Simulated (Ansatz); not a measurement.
An element in the fcc structure gives these cold pressures by all-electron LAPW under PBE (Ansatz 0.2.0, scalar-relativistic, no spin polarisation).

| V (Å³/atom) | P (GPa) |
| --- | --- |
| 15.17 | 0.05 |
| 13.65 | 9.71 |
| 12.14 | 27.5 |
| 10.62 | 61.8 |
| 9.10 | 130.3 |
| 7.59 | 280.1 |
| 6.07 | 642.5 |

(1) Which element is it?

Answers

(1) Zn. Its zero-pressure volume in this structure is near 15.2 Å³/atom; the volume and the steepness of P(V) together point to it, though neighbours can come close. Other candidates weren't computed, and some may come near.
